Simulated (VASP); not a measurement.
# FeSi2 (Linzhiite) (P4/mmm) in VASP: electric field gradients with PBEsol

Aim: the electric field gradients of FeSi2 (Linzhiite) with PBEsol.

All numbers are computed with VASP 6.6.1; they aren't measurements. Logs are shortened: lines on timing, memory, paths and dates and some standing lists are left out, and cuts for length are marked.

**1. Starting point**

It takes space group P4/mmm (No. 123, tetragonal). Conventional cell: a = 2.684 Å, b = 2.684 Å, c = 5.128 Å, α = 90.00°, β = 90.00°, γ = 90.00°. Around Fe (site symmetry 4/mmm) lie 8 Si at 2.35 Å and 4 Fe at 2.68 Å. Around Si (site symmetry 4mm) lie 4 Fe at 2.35 Å and 5 Si at 2.36 to 2.68 Å.

**2. Electric field gradients, PBEsol**

Input file INCAR:

```
SYSTEM = FeSi2
PREC     = Accurate       ! precision mode
ENCUT    = 520            ! plane-wave cutoff, eV
EDIFF    = 1E-7           ! SCF threshold, eV
ISMEAR   = -1             ! smearing method
SIGMA    = 0.05           ! smearing width, eV
LREAL    = .FALSE.        ! projectors in reciprocal space
LASPH    = .TRUE.         ! aspherical terms in the spheres
NELM     = 100            ! most SCF steps
ALGO     = Fast           ! electronic algorithm
ISIF     = 2              ! what is computed and relaxed
LWAVE    = .FALSE.        ! write WAVECAR
LCHARG   = .FALSE.        ! write CHGCAR
GGA      = PS             ! functional
LEFG     = .TRUE.
```

Input file KPOINTS:

```
Automatic mesh
0
G
  12 12 7
  0 0 0
```

Input file POSCAR:

```
FeSi2
1.0
    2.6840000000      0.0000000000      0.0000000000
    0.0000000000      2.6840000000      0.0000000000
    0.0000000000      0.0000000000      5.1280000000
Fe Si
1 2
Direct
    0.0000000000      0.0000000000      0.0000000000
    0.5000000000      0.5000000000      0.2700000000
    0.5000000000      0.5000000000      0.7300000000
```

Potentials or basis: VASP PAW PBE potentials, release 64 (Fe, Si).

Run with:

```
$ cat potpaw_PBE.64/Fe/POTCAR potpaw_PBE.64/Si/POTCAR > POTCAR
$ mpirun -np 1 vasp_std > vasp.out
```

OUTCAR:

```text
SYSTEM = FeSi2
   PREC = Accurate
   ENCUT = 520
   EDIFF = 1E-7
   ISMEAR = -1
   LREAL = .FALSE.
   LASPH = .TRUE.
   NELM = 100
   ISIF = 2
   GGA = PS

 ion  position               nearest neighbor table
   1  0.000  0.000  0.000-   2 2.35   3 2.35   2 2.35   3 2.35   2 2.35   3 2.35   2 2.35   3 2.35

   2  0.500  0.500  0.270-   1 2.35   1 2.35   1 2.35   1 2.35   3 2.36   3 2.77
   3  0.500  0.500  0.730-   1 2.35   1 2.35   1 2.35   1 2.35   2 2.36   2 2.77

  LATTYP: Found a simple tetragonal cell.
 ALAT       =     2.6840000000
 C/A-ratio  =     1.9105812221

  Lattice vectors:

 A1 = (   2.6840000000,   0.0000000000,   0.0000000000)
 A2 = (   0.0000000000,   2.6840000000,   0.0000000000)
 A3 = (   0.0000000000,   0.0000000000,   5.1280000000)

Analysis of symmetry for initial positions (statically):
=====================================================================
 Subroutine PRICEL returns:
 Original cell was already a primitive cell.

 Routine SETGRP: Setting up the symmetry group for a
 simple tetragonal supercell.

 Subroutine GETGRP returns: Found 16 space group operations
 (whereof 16 operations were pure point group operations)
 out of a pool of 16 trial point group operations.

The static configuration has the point symmetry D_4h.

Analysis of symmetry for dynamics (positions and initial velocities):
=====================================================================
 Subroutine PRICEL returns:
 Original cell was already a primitive cell.

 Routine SETGRP: Setting up the symmetry group for a
 simple tetragonal supercell.

 Subroutine GETGRP returns: Found 16 space group operations
 (whereof 16 operations were pure point group operations)
 out of a pool of 16 trial point group operations.

The dynamic configuration has the point symmetry D_4h.

 Subroutine INISYM returns: Found 16 space group operations
 (whereof 16 operations are pure point group operations),
 and found     1 'primitive' translations

----------------------------------------------------------------------------------------

                                     Primitive cell

  volume of cell :      36.9414

  direct lattice vectors                    reciprocal lattice vectors
     2.684000000  0.000000000  0.000000000     0.372578241  0.000000000  0.000000000
     0.000000000  2.684000000  0.000000000     0.000000000  0.372578241  0.000000000
     0.000000000  0.000000000  5.128000000     0.000000000  0.000000000  0.195007800

  length of vectors
     2.684000000  2.684000000  5.128000000     0.372578241  0.372578241  0.195007800

  position of ions in fractional coordinates (direct lattice)
     0.000000000  0.000000000  0.000000000
     0.500000000  0.500000000  0.270000000
     0.500000000  0.500000000  0.730000000

  ion indices of the primitive-cell ions
   primitive index   ion index
                 1           1
                 2           2
                 3           3

----------------------------------------------------------------------------------------

 KPOINTS: Automatic mesh

Automatic generation of k-mesh.
 Grid dimensions read from file:
 generate k-points for:   12   12    7

 Generating k-lattice:

  Cartesian coordinates                     Fractional coordinates (reciprocal lattice)
     0.031048187  0.000000000  0.000000000     0.083333333  0.000000000  0.000000000
     0.000000000  0.031048187  0.000000000     0.000000000  0.083333333  0.000000000
     0.000000000  0.000000000  0.027858257     0.000000000  0.000000000  0.142857143

  Length of vectors
     0.031048187  0.031048187  0.027858257

  Shift w.r.t. Gamma in fractional coordinates (k-lattice)
     0.000000000  0.000000000  0.000000000

[... 43 lines left out ...]
   ICHARG =      2    charge: 1-file 2-atom 10-const
   ISPIN  =      1    spin polarized calculation?
   LNONCOLLINEAR =      F non collinear calculations
   LSORBIT =      F    spin-orbit coupling
   LASPH  =      T    aspherical Exc in radial PAW
   ENCUT  =  520.0 eV  38.22 Ry    6.18 a.u.   4.99  4.99  9.53*2*pi/ulx,y,z
   NELM   =    100;   NELMIN=  2; NELMDL= -5     # of ELM steps
   EDIFF  = 0.1E-06   stopping-criterion for ELM
   LREAL  =      F    real-space projection
   EDIFFG = 0.1E-05   stopping-criterion for IOM
   NSW    =      0    number of steps for IOM
   IBRION =     -1    ionic relax: 0-MD 1-quasi-New 2-CG
   NFREE  =      0    steps in history (QN), initial steepest desc. (CG)
   ISIF   =      2    stress and relaxation
   ISYM   =      2    0-nonsym 1-usesym 2-fastsym
   POTIM  = 0.5000    time-step for ionic-motion
   TEBEG  =    0.0;   TEEND  =   0.0 temperature during run
   PSTRESS=    0.0 pullay stress
   NELECT =      16.0000    total number of electrons
   NUPDOWN=      -1.0000    fix difference up-down
   EMIN   =  10.00;   EMAX   =-10.00  energy-range for DOS
   EFERMI =   0.00;   METHOD = LEGACY
   ISMEAR =    -1;   SIGMA  =   0.05  broadening in eV -4-tet -1-fermi 0-gaus
   EFERMI_NEDOS =   21; number of points for ismear=-14 and -15
   IALGO  =     68    algorithm
   IMIX   =      4    mixing-type and parameters
     AMIX     =   0.40;   BMIX     =  1.00
     AMIX_MAG =   1.60;   BMIX_MAG =  1.00
  volume/ion in A,a.u.               =      12.31        83.10
  Fermi-wavevector in a.u.,A,eV,Ry     =   1.238636  2.340683 20.874330  1.534220
  Thomas-Fermi vector in A             =   2.373153
   LORBIT       =      0    0 simple, 1 ext, 2 COOP (PROOUT), +10 PAW based schemes
   GGA     = PS    functional components
   LHFCALC =     F    Hartree Fock is set to
   AEXX    =    0.0000 exact exchange contribution
   IVDW    =     0    specifies the selected vdW correction
   LEPSILON=     F    determine dielectric tensor
   LRPA    =     F    only Hartree local field effects (RPA)
 non-spin polarized calculation
 RMM-DIIS sequential band-by-band and
  energy-cutoff  :      520.00
  volume of cell :       36.94
 maximum number of plane-waves:      1012
 NGX is ok and might be reduce to    20
   NGX =  9   NGY =  9   NGZ = 19

 number of electron      16.0000000 magnetization

 Free energy of the ion-electron system (eV)
  ---------------------------------------------------
  ext. energy  EPLUGINS =         0.00000000
  ---------------------------------------------------
  free energy    TOTEN  =       -21.95111967 eV

  energy without entropy =      -21.94110231  energy(sigma->0) =      -21.94611099

 E-fermi :   9.9151     XC(G=0): -12.0759

 val. band max:        9.9052091445   @ k =   0.5000   0.4167   0.2857
 cond. band min:       9.9317412474   @ k =   0.4167   0.4167   0.2857
 fundamental gap:      0.0265321029
 Fermi energy:         9.9150814797

 k-point     1 :       0.0000    0.0000    0.0000
  band No.  band energies     occupation
      1      -4.0361      2.00000
      2       0.7231      2.00000
      3       1.9428      2.00000
      4       6.3022      2.00000
      5       8.2678      2.00000
      6       8.3970      2.00000
      7       8.3970      2.00000
      8       9.2655      2.00000
      9      14.5004      0.00000
     10      14.5004      0.00000
     11      16.3838      0.00000
     12      17.0998      0.00000
[... 331 lines left out ...]
 k-point    24 :       0.4167    0.3333    0.0000
  band No.  band energies     occupation
      1       0.9329      2.00000
      2       4.1530      2.00000
      3       4.3639      2.00000
      4       5.4102      2.00000
      5       5.6370      2.00000
      6       7.3857      2.00000
      7       8.1935      2.00000
      8       9.7866      1.85767
      9      10.4342      0.00006
     10      11.8029      0.00000
     11      11.8591      0.00000
     12      13.4822      0.00000

 [... further k-points ...]

------------------------ aborting loop because EDIFF is reached ----------------------------------------

  FORCE on cell =-STRESS in cart. coord.  units (eV):
  Direction    XX          YY          ZZ          XY          YZ          ZX
  --------------------------------------------------------------------------------------
  -------------------------------------------------------------------------------------
  Total       -0.1576430     -0.1576430     -0.4704176      0.0000000      0.0000000     -0.0000000
  in kB       -6.8371034     -6.8371034    -20.4023926      0.0000000      0.0000000     -0.0000000
  external PRESSURE =     -11.3588665 kB  Pullay stress =       0.0000000 kB

 VOLUME and BASIS-vectors are now :
 -----------------------------------------------------------------------------
  energy-cutoff  :      520.00
  volume of cell :       36.94
      direct lattice vectors                 reciprocal lattice vectors
     2.684000000  0.000000000  0.000000000     0.372578241  0.000000000  0.000000000
     0.000000000  2.684000000  0.000000000     0.000000000  0.372578241  0.000000000
     0.000000000  0.000000000  5.128000000     0.000000000  0.000000000  0.195007800

 POSITION                                       TOTAL-FORCE (eV/Angst)
 -----------------------------------------------------------------------------------
      0.00000      0.00000      0.00000         0.000000      0.000000      0.000000
      1.34200      1.34200      1.38456         0.000000     -0.000000      0.278644
      1.34200      1.34200      3.74344        -0.000000      0.000000     -0.278644
 -----------------------------------------------------------------------------------
    total drift:                               -0.000000      0.000000      0.000000

  FREE ENERGIE OF THE ION-ELECTRON SYSTEM (eV)
  ---------------------------------------------------
  free  energy   TOTEN  =       -21.9511196680 eV

  energy  without entropy=      -21.9411023109  energy(sigma->0) =      -21.94611099

 Electric field gradients (V/A^2)
---------------------------------------------------------------------
 ion       V_xx      V_yy      V_zz      V_xy      V_xz      V_yz
---------------------------------------------------------------------
   1      20.656    20.656   -41.313     0.000     0.000     0.000
   2      13.535    13.535   -27.070    -0.000    -0.000     0.000
   3      13.535    13.535   -27.070    -0.000    -0.000    -0.000
---------------------------------------------------------------------

 Electric field gradients after diagonalization (V/A^2)
 (convention: |V_zz| > |V_xx| > |V_yy|)
----------------------------------------------------------------------
 ion       V_xx      V_yy      V_zz     asymmetry (V_yy - V_xx)/ V_zz
----------------------------------------------------------------------
   1      20.656    20.656   -41.313       0.000
   2      13.535    13.535   -27.070       0.000
   3      13.535    13.535   -27.070       0.000
----------------------------------------------------------------------

           NMR quadrupolar parameters

 Cq : quadrupolar parameter    Cq=e*Q*V_zz/h
 eta: asymmetry parameters     (V_yy - V_xx)/ V_zz
 Q  : nuclear electric quadrupole moment in mb (millibarn)
----------------------------------------------------------------------
 ion       Cq(MHz)       eta       Q (mb)
----------------------------------------------------------------------
   1      -0.100       0.000       1.000
   2      -0.065       0.000       1.000
   3      -0.065       0.000       1.000
----------------------------------------------------------------------
```

Run time: 43 s. Hardware: 1 thread of Intel Xeon Platinum 8488C (Sapphire Rapids), shared host; peak memory 0.18 GiB.

What came out:

```
Free energy            : -21.9511 eV
Pressure               : -1.1 GPa
Largest force          : 0.279 eV/Å
Band gap on the k mesh : none (metal or under the smearing width)
```

Forces in eV/Å, atoms in the order of the input:
```
Fe   0.000  0.000  0.000
Si   0.000  0.000  0.279
Si   0.000  0.000 -0.279
```

Electric field gradients, principal values (V/Å²):
```tsv
atom	Vxx	Vyy	Vzz
1 Fe	20.656	20.656	-41.313
2 Si	13.535	13.535	-27.070
3 Si	13.535	13.535	-27.070
```

Caveat: the PAW data sets were made with another functional, which shifts forces and pressure a little.
